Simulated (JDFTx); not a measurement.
# FeO (Wuestite) (Fm-3m) in JDFTx: notebook

Runs on FeO (Wuestite). Level: RPBE. Tasks: equation of state.

All numbers are computed with JDFTx 1.7.0 (patched build); they aren't measurements. Logs are shortened: lines on timing, memory, paths and dates and some standing lists are left out, and cuts for length are marked. The log counts tension as positive stress, the text compression.

**1. The crystal as given**

Symmetry: Fm-3m, No. 225, cubic system. The conventional cell has a = 4.311 Å, b = 4.311 Å, c = 4.311 Å, α = 90.00°, β = 90.00°, γ = 90.00°. Around Fe (site symmetry m-3m) lie 6 O at 2.16 Å. Around O (site symmetry m-3m) lie 6 Fe at 2.16 Å.

**2. Equation of state, RPBE, collinear spin, ferromagnetic start, 9.41 Å³/atom (volume scaled by 0.94)**

Input file FeO.in:

```
lattice \
    0.0000000000     2.1113998987     2.1113998987 \
    2.1113998987     0.0000000000     2.1113998987 \
    2.1113998987     2.1113998987     0.0000000000
latt-scale 1.889726124626 1.889726124626 1.889726124626
coords-type Lattice
ion Fe     0.0000000000     0.0000000000     0.0000000000 1
ion O      0.5000000000     0.5000000000     0.5000000000 1

ion-species pseudo/Fe.upf
ion-species pseudo/O.upf
elec-cutoff 45 360
elec-ex-corr gga-x-rpbe gga-c-pbe
kpoint-folding 11 11 11
elec-smearing Fermi 0.0018374661
elec-n-bands 19
spintype z-spin
initial-magnetic-moments Fe 3
elec-initial-magnetization 3 no
electronic-SCF nIterations 100 energyDiffThreshold 1e-09
electronic-minimize nIterations 30 energyDiffThreshold 1e-7
forces-output-coords Cartesian

dump-name run.$VAR
dump End Ecomponents EigStats BandEigs Kpoints Forces Stress
```

Potentials or basis: PseudoDojo-SR-PBE-0.5-standard with smoothed tails.

The run is started by

```bash
> jdftx -c 1 -i FeO.in -o FeO.out
```

The log of the run:

```text
*************** JDFTx 1.7.0 (patched build) ***************

Input parsed successfully to the following command list (including defaults):
[... the input with its defaults ...]

---------- Setting up symmetries ----------

Found 48 point-group symmetries of the bravais lattice
Found 48 space-group symmetries with basis
Applied RMS atom displacement 0 bohrs to make symmetries exact.

---------- Initializing the Grid ----------
R =
[            0      3.98997      3.98997  ]
[      3.98997            0      3.98997  ]
[      3.98997      3.98997            0  ]
unit cell volume = 127.039
G =
[  -0.787373   0.787373   0.787373  ]
[   0.787373  -0.787373   0.787373  ]
[   0.787373   0.787373  -0.787373  ]
Minimum fftbox size, Smin = [  52  52  52  ]
Chosen fftbox size, S = [  54  54  54  ]

---------- Initializing tighter grid for wavefunction operations ----------
R =
[            0      3.98997      3.98997  ]
[      3.98997            0      3.98997  ]
[      3.98997      3.98997            0  ]
unit cell volume = 127.039
G =
[  -0.787373   0.787373   0.787373  ]
[   0.787373  -0.787373   0.787373  ]
[   0.787373   0.787373  -0.787373  ]
Minimum fftbox size, Smin = [  36  36  36  ]
Chosen fftbox size, S = [  36  36  36  ]

---------- Exchange Correlation functional ----------
Initialized LibXC exchange functional 'Hammer, Hansen, and Norskov'
Initialized LibXC correlation functional 'Perdew, Burke & Ernzerhof'

---------- Setting up pseudopotentials ----------
Width of ionic core gaussian charges (only for fluid interactions / plotting) set to 0

Reading pseudopotential file 'pseudo/Fe.upf':
  'Fe' pseudopotential, 'PBE' functional
  Generated using ONCVPSP code by D. R. Hamann
  16 valence electrons, 4 orbitals, 6 projectors, 1001 radial grid points, with lMax = 2
    3S    l: 0   occupation:  2.0   eigenvalue: -3.455091
    3P    l: 1   occupation:  6.0   eigenvalue: -2.206534
    3D    l: 2   occupation:  6.0   eigenvalue: -0.275801
    4S    l: 0   occupation:  2.0   eigenvalue: -0.194482
  Core radius for overlap checks: 1.56 bohrs.

Reading pseudopotential file 'pseudo/O.upf':
  'O' pseudopotential, 'PBE' functional
  Generated using ONCVPSP code by D. R. Hamann
  6 valence electrons, 2 orbitals, 5 projectors, 936 radial grid points, with lMax = 2
    2S    l: 0   occupation:  2.0   eigenvalue: -0.880572
    2P    l: 1   occupation:  4.0   eigenvalue: -0.331869
  Core radius for overlap checks: 1.39 bohrs.

Initialized 2 species with 2 total atoms.

Folded 1 k-points by 11x11x11 to 1331 k-points.

---------- Setting up k-points, bands, fillings ----------
Reduced to 56 k-points under symmetry.
Computing the number of bands and number of electrons
Calculating initial fillings.
nElectrons:  22.000000   nBands: 19   nStates: 112

----- Setting up reduced wavefunction bases (one per k-point) -----
average nbasis = 1831.697 , ideal nbasis = 1831.685

---------- Setting up ewald sum ----------
Optimum gaussian width for ewald sums = 1.812174 bohr.
Real space sum over 1331 unit cells with max indices [  5  5  5  ]
Reciprocal space sum over 2197 terms with max indices [  6  6  6  ]

---------- Allocating electronic variables ----------
Initializing wave functions:  linear combination of atomic orbitals
Note: number of bands (19) exceeds available atomic orbitals (14)
Fe (M=3) pseudo-atom majority spin occupations:   s ( 1 0.5 )  p ( 3 )  d ( 5 )
Fe (M=3) pseudo-atom minority spin occupations:   s ( 1 0 )  p ( 3 )  d ( 2.5 )
O pseudo-atom occupations:   s ( 2 )  p ( 4 )
	FillingsUpdate:  mu: +1.208329364  nElectrons: 22.000000  magneticMoment: [ Abs: 0.24369  Tot: +0.24369 ]
LCAOMinimize: Iter:   0  F: -127.9792965660291628  |grad|_K:  1.985e-02  alpha:  1.000e+00
	FillingsUpdate:  mu: +1.008919531  nElectrons: 22.000000  magneticMoment: [ Abs: 1.58180  Tot: +1.58180 ]
LCAOMinimize: Iter:   1  F: -136.9727665717915386  |grad|_K:  2.305e-02  alpha:  3.132e-01  linmin: -1.756e-01  cgtest:  1.892e-01
LCAOMinimize: 	Step increased F by 2.867254e+00, reducing alpha to 1.243688e-02.
[... 25 lines of inner loops ...]
LCAOMinimize: Iter:  11  F: -137.9239460715294285  |grad|_K:  1.932e-06  alpha:  6.582e-01  linmin:  2.140e-04  cgtest:  1.307e-02
	FillingsUpdate:  mu: +0.599787888  nElectrons: 22.000000  magneticMoment: [ Abs: 4.00900  Tot: +3.99993 ]
LCAOMinimize: Iter:  12  F: -137.9239461227402614  |grad|_K:  1.076e-06  alpha:  6.788e-01  linmin:  3.322e-05  cgtest:  2.519e-03
LCAOMinimize: Converged (|Delta F|<1.000000e-06 for 2 iters).

-------- Electronic minimization -----------
Will mix electronic density at each iteration.
	FillingsUpdate:  mu: +0.599787888  nElectrons: 22.000000  magneticMoment: [ Abs: 4.00900  Tot: +3.99993 ]
	FillingsUpdate:  mu: +0.596351949  nElectrons: 22.000000  magneticMoment: [ Abs: 4.00900  Tot: +3.99993 ]
SCF: Cycle:  0   F: -137.945665167079198   dF: -2.172e-02   |Residual|: 5.179e-02   |deigs|: 7.396e-02
	FillingsUpdate:  mu: +0.590827907  nElectrons: 22.000000  magneticMoment: [ Abs: 4.01724  Tot: +3.99995 ]
SCF: Cycle:  1   F: -137.946851692126302   dF: -1.187e-03   |Residual|: 1.311e-02   |deigs|: 1.123e-02
	FillingsUpdate:  mu: +0.589335962  nElectrons: 22.000000  magneticMoment: [ Abs: 4.01949  Tot: +4.00000 ]
SCF: Cycle:  2   F: -137.946895220881999   dF: -4.353e-05   |Residual|: 6.765e-03   |deigs|: 3.263e-03
	FillingsUpdate:  mu: +0.590051978  nElectrons: 22.000000  magneticMoment: [ Abs: 4.02036  Tot: +3.99999 ]
SCF: Cycle:  3   F: -137.946905874781010   dF: -1.065e-05   |Residual|: 2.856e-03   |deigs|: 9.931e-04
	FillingsUpdate:  mu: +0.590402775  nElectrons: 22.000000  magneticMoment: [ Abs: 4.02118  Tot: +3.99999 ]
SCF: Cycle:  4   F: -137.946907315672917   dF: -1.441e-06   |Residual|: 8.789e-04   |deigs|: 6.421e-04
	FillingsUpdate:  mu: +0.590424456  nElectrons: 22.000000  magneticMoment: [ Abs: 4.02100  Tot: +3.99999 ]
SCF: Cycle:  5   F: -137.946907475637630   dF: -1.600e-07   |Residual|: 3.121e-04   |deigs|: 3.305e-04
	FillingsUpdate:  mu: +0.590407820  nElectrons: 22.000000  magneticMoment: [ Abs: 4.02083  Tot: +3.99999 ]
SCF: Cycle:  6   F: -137.946907502715447   dF: -2.708e-08   |Residual|: 1.247e-04   |deigs|: 4.122e-04
	FillingsUpdate:  mu: +0.590421799  nElectrons: 22.000000  magneticMoment: [ Abs: 4.02080  Tot: +3.99999 ]
SCF: Cycle:  7   F: -137.946907508003648   dF: -5.288e-09   |Residual|: 4.575e-05   |deigs|: 2.523e-04
	FillingsUpdate:  mu: +0.590424418  nElectrons: 22.000000  magneticMoment: [ Abs: 4.02083  Tot: +3.99999 ]
SCF: Cycle:  8   F: -137.946907509315992   dF: -1.312e-09   |Residual|: 1.069e-05   |deigs|: 2.975e-04
	FillingsUpdate:  mu: +0.590423336  nElectrons: 22.000000  magneticMoment: [ Abs: 4.02084  Tot: +3.99999 ]
SCF: Cycle:  9   F: -137.946907509529211   dF: -2.132e-10   |Residual|: 5.572e-06   |deigs|: 2.488e-04
	FillingsUpdate:  mu: +0.590422475  nElectrons: 22.000000  magneticMoment: [ Abs: 4.02083  Tot: +3.99999 ]
SCF: Cycle: 10   F: -137.946907509579205   dF: -4.999e-11   |Residual|: 1.560e-06   |deigs|: 2.003e-04
SCF: Converged (|Delta E|<1.000000e-09 for 2 iters).

Setting wave functions to eigenvectors of Hamiltonian

# Stress tensor in Cartesian coordinates [Eh/a0^3]:
[ -0.000597971            0            0  ]
[            0 -0.000597971            0  ]
[            0            0 -0.000597971  ]

# Ionic positions in lattice coordinates:
ion Fe   0.000000000000000   0.000000000000000   0.000000000000000 1
ion O   0.500000000000000   0.500000000000000   0.500000000000000 1

# Forces in Cartesian coordinates:
force Fe   0.000000000000000  -0.000000000000000   0.000000000000000 1
force O  -0.000000000000000  -0.000000000000000  -0.000000000000000 1

# Energy components:
   Eewald =      -96.9937988760546119
       EH =       36.6194017200983950
     Eloc =     -118.9445132000229961
      Enl =       -9.8274979655135528
      Exc =      -22.1378184080337057
 Exc_core =        3.9680127215322383
       KE =       69.3696921054413593
-------------------------------------
     Etot =     -137.9465219025528313
       TS =        0.0003856070263735
-------------------------------------
        F =     -137.9469075095792050

IonicMinimize: Iter:   0  F: -137.946907509579205  |grad|_K:        nan
IonicMinimize: None of the convergence criteria satisfied after 0 iterations.

#--- Lowdin population analysis ---
# oxidation-state Fe +1.166
# magnetic-moments Fe +3.622
# oxidation-state O -1.041
# magnetic-moments O +0.388

Dumping 'run.eigStats' ...
	eMin: -2.714307 at state 0 ( [ +0.000000 +0.000000 +0.000000 ] spin 1 )
	HOMO: +0.590411 at state 99 ( [ +0.090909 +0.272727 -0.363636 ] spin -1 )
	mu  : +0.590422
	LUMO: +0.591203 at state 92 ( [ +0.090909 +0.181818 +0.272727 ] spin -1 )
	eMax: +1.636240 at state 86 ( [ +0.000000 +0.363636 +0.363636 ] spin -1 )
	HOMO-LUMO gap: +0.000792
	Optical gap  : +0.005373 at state 78 ( [ +0.000000 +0.181818 -0.272727 ] spin -1 )
Done!
```

Wall time 3.1 min (1 thread of Arm Neoverse V2, shared host); peak memory 0.21 GiB.

Results:

| Quantity | Value |
| --- | --- |
| Free energy | -3753.7266 eV |
| Pressure | 17.6 GPa |
| Band gap on the k mesh | none (metal or under the smearing width) |
| Net moment | 4.00 μB per cell |
| Absolute moment | 4.02 μB per cell |
| Site moments | Fe +3.62; O +0.39 μB |
| Loewdin charges | Fe +1.17; O -1.04 e |

Caveat: the potentials were made for another functional, which shifts forces and pressure; a cell with one magnetic atom can't hold antiferromagnetic order, which such compounds often take; semilocal functionals often make such compounds metallic where correlation or magnetic order opens a gap, which also shifts bond lengths.

**3. Equation of state, RPBE, collinear spin, ferromagnetic start, 9.61 Å³/atom (volume scaled by 0.96)**

FeO.in, as its differences from that of step 2:

```diff
@@ -1,5 +1,5 @@
 lattice \
-    0.0000000000     2.1113998987     2.1113998987 \
-    2.1113998987     0.0000000000     2.1113998987 \
-    2.1113998987     2.1113998987     0.0000000000
+    0.0000000000     2.1262694020     2.1262694020 \
+    2.1262694020     0.0000000000     2.1262694020 \
+    2.1262694020     2.1262694020     0.0000000000
 latt-scale 1.889726124626 1.889726124626 1.889726124626
```

Potentials or basis: PseudoDojo-SR-PBE-0.5-standard with smoothed tails.

The run is started by

```bash
> jdftx -c 1 -i FeO.in -o FeO.out
```

It took 3.1 min on 1 thread of Arm Neoverse V2, shared host; peak memory 0.21 GiB.

It converged, with:

| Property | Result |
| --- | --- |
| Free energy | -3753.7645 eV |
| Pressure | 12.7 GPa |
| Band gap on the k mesh | none (metal or under the smearing width) |
| Net moment | 4.00 μB per cell |
| Absolute moment | 4.02 μB per cell |
| Site moments | Fe +3.63; O +0.38 μB |
| Loewdin charges | Fe +1.17; O -1.04 e |

Caveat: the potentials were made for another functional, which shifts forces and pressure; a cell with one magnetic atom can't hold antiferromagnetic order, which such compounds often take; semilocal functionals often make such compounds metallic where correlation or magnetic order opens a gap, which also shifts bond lengths.

**4. Equation of state, RPBE, collinear spin, ferromagnetic start, 9.81 Å³/atom (volume scaled by 0.98)**

FeO.in, as its differences from that of step 3:

```diff
@@ -1,5 +1,5 @@
 lattice \
-    0.0000000000     2.1262694020     2.1262694020 \
-    2.1262694020     0.0000000000     2.1262694020 \
-    2.1262694020     2.1262694020     0.0000000000
+    0.0000000000     2.1409337923     2.1409337923 \
+    2.1409337923     0.0000000000     2.1409337923 \
+    2.1409337923     2.1409337923     0.0000000000
 latt-scale 1.889726124626 1.889726124626 1.889726124626
```

The run is started by

```bash
> jdftx -c 1 -i FeO.in -o FeO.out
```

Wall time 2.9 min (1 thread of Arm Neoverse V2, shared host); peak memory 0.21 GiB.

Results (log left out):

```
Free energy            : -3753.7907 eV
Pressure               : 8.2 GPa
Band gap on the k mesh : none (metal or under the smearing width)
Net moment             : 4.00 μB per cell
Absolute moment        : 4.02 μB per cell
Site moments           : Fe +3.63; O +0.38 μB
Loewdin charges        : Fe +1.17; O -1.04 e
```

Caveat: the potentials were made for another functional, which shifts forces and pressure; a cell with one magnetic atom can't hold antiferromagnetic order, which such compounds often take; semilocal functionals often make such compounds metallic where correlation or magnetic order opens a gap, which also shifts bond lengths.

**5. Equation of state, RPBE, collinear spin, ferromagnetic start, 10.01 Å³/atom**

FeO.in, as its differences from that of step 4:

```diff
@@ -1,5 +1,5 @@
 lattice \
-    0.0000000000     2.1409337923     2.1409337923 \
-    2.1409337923     0.0000000000     2.1409337923 \
-    2.1409337923     2.1409337923     0.0000000000
+    0.0000000000     2.1554000000     2.1554000000 \
+    2.1554000000     0.0000000000     2.1554000000 \
+    2.1554000000     2.1554000000     0.0000000000
 latt-scale 1.889726124626 1.889726124626 1.889726124626
```

The run is started by

```bash
> jdftx -c 1 -i FeO.in -o FeO.out
```

Wall time 2.9 min (1 thread of Arm Neoverse V2, shared host); peak memory 0.22 GiB.

It converged, with:

* Free energy: -3753.8064 eV
* Pressure: 4.2 GPa
* Band gap on the k mesh: none (metal or under the smearing width)
* Net moment: 4.00 μB per cell
* Absolute moment: 4.02 μB per cell
* Site moments: Fe +3.64; O +0.37 μB
* Loewdin charges: Fe +1.17; O -1.05 e

Caveat: the potentials were made for another functional, which shifts forces and pressure; a cell with one magnetic atom can't hold antiferromagnetic order, which such compounds often take; semilocal functionals often make such compounds metallic where correlation or magnetic order opens a gap, which also shifts bond lengths.

**6. Equation of state, RPBE, collinear spin, ferromagnetic start, 10.21 Å³/atom (volume scaled by 1.02)**

FeO.in, as its differences from that of step 5:

```diff
@@ -1,5 +1,5 @@
 lattice \
-    0.0000000000     2.1554000000     2.1554000000 \
-    2.1554000000     0.0000000000     2.1554000000 \
-    2.1554000000     2.1554000000     0.0000000000
+    0.0000000000     2.1696745882     2.1696745882 \
+    2.1696745882     0.0000000000     2.1696745882 \
+    2.1696745882     2.1696745882     0.0000000000
 latt-scale 1.889726124626 1.889726124626 1.889726124626
```

Potentials or basis: PseudoDojo-SR-PBE-0.5-standard with smoothed tails.

The run is started by

```bash
> jdftx -c 1 -i FeO.in -o FeO.out
```

Wall time 2.9 min (1 thread of Arm Neoverse V2, shared host); peak memory 0.22 GiB.

It converged, with:

* Free energy: -3753.8127 eV
* Pressure: 0.7 GPa
* Band gap on the k mesh: none (metal or under the smearing width)
* Net moment: 4.00 μB per cell
* Absolute moment: 4.02 μB per cell
* Site moments: Fe +3.65; O +0.36 μB
* Loewdin charges: Fe +1.18; O -1.05 e

Caveat: the potentials were made for another functional, which shifts forces and pressure; a cell with one magnetic atom can't hold antiferromagnetic order, which such compounds often take; semilocal functionals often make such compounds metallic where correlation or magnetic order opens a gap, which also shifts bond lengths.

**7. Equation of state, RPBE, collinear spin, ferromagnetic start, 10.41 Å³/atom (volume scaled by 1.04)**

FeO.in, as its differences from that of step 6:

```diff
@@ -1,5 +1,5 @@
 lattice \
-    0.0000000000     2.1696745882     2.1696745882 \
-    2.1696745882     0.0000000000     2.1696745882 \
-    2.1696745882     2.1696745882     0.0000000000
+    0.0000000000     2.1837637790     2.1837637790 \
+    2.1837637790     0.0000000000     2.1837637790 \
+    2.1837637790     2.1837637790     0.0000000000
 latt-scale 1.889726124626 1.889726124626 1.889726124626
```

The run is started by

```bash
> jdftx -c 1 -i FeO.in -o FeO.out
```

Wall time 2.9 min (1 thread of Arm Neoverse V2, shared host); peak memory 0.22 GiB.

The run converged. Its results:

```
Free energy            : -3753.8105 eV
Pressure               : -2.5 GPa
Band gap on the k mesh : none (metal or under the smearing width)
Net moment             : 4.00 μB per cell
Absolute moment        : 4.03 μB per cell
Site moments           : Fe +3.65; O +0.36 μB
Loewdin charges        : Fe +1.18; O -1.05 e
```

Caveat: the potentials were made for another functional, which shifts forces and pressure; a cell with one magnetic atom can't hold antiferromagnetic order, which such compounds often take; semilocal functionals often make such compounds metallic where correlation or magnetic order opens a gap, which also shifts bond lengths.

**8. Equation of state, RPBE, collinear spin, ferromagnetic start, 10.61 Å³/atom (volume scaled by 1.06)**

FeO.in, as its differences from that of step 7:

```diff
@@ -1,5 +1,5 @@
 lattice \
-    0.0000000000     2.1837637790     2.1837637790 \
-    2.1837637790     0.0000000000     2.1837637790 \
-    2.1837637790     2.1837637790     0.0000000000
+    0.0000000000     2.1976734774     2.1976734774 \
+    2.1976734774     0.0000000000     2.1976734774 \
+    2.1976734774     2.1976734774     0.0000000000
 latt-scale 1.889726124626 1.889726124626 1.889726124626
```

The run is started by

```bash
> jdftx -c 1 -i FeO.in -o FeO.out
```

Wall time 2.9 min (1 thread of Arm Neoverse V2, shared host); peak memory 0.23 GiB.

The run converged. Its results:

| Quantity | Value |
| --- | --- |
| Free energy | -3753.8008 eV |
| Pressure | -5.4 GPa |
| Band gap on the k mesh | none (metal or under the smearing width) |
| Net moment | 4.00 μB per cell |
| Absolute moment | 4.03 μB per cell |
| Site moments | Fe +3.66; O +0.35 μB |
| Loewdin charges | Fe +1.18; O -1.05 e |

Caveat: the potentials were made for another functional, which shifts forces and pressure; a cell with one magnetic atom can't hold antiferromagnetic order, which such compounds often take; semilocal functionals often make such compounds metallic where correlation or magnetic order opens a gap, which also shifts bond lengths.

**9. Equation of state, RPBE, collinear spin, ferromagnetic start**

Potentials or basis: PseudoDojo-SR-PBE-0.5-standard with smoothed tails.

This step only gathers the single runs of the series.

Results:

```
Equilibrium volume                      : 10.26 Å³/atom
Bulk modulus                            : 169 GPa
Pressure derivative of the bulk modulus : 4.5
```

Energy against volume, from the lowest point:
| volume (Å³/atom) | energy (meV/atom) |
| --- | --- |
| 9.413 | 43.04 |
| 9.613 | 24.09 |
| 9.813 | 10.99 |
| 10.013 | 3.15 |
| 10.214 | 0.00 |
| 10.414 | 1.08 |
| 10.614 | 5.96 |

Caveat: the potentials were made for another functional, which shifts forces and pressure. Zero-point motion and thermal expansion aren't in these numbers.
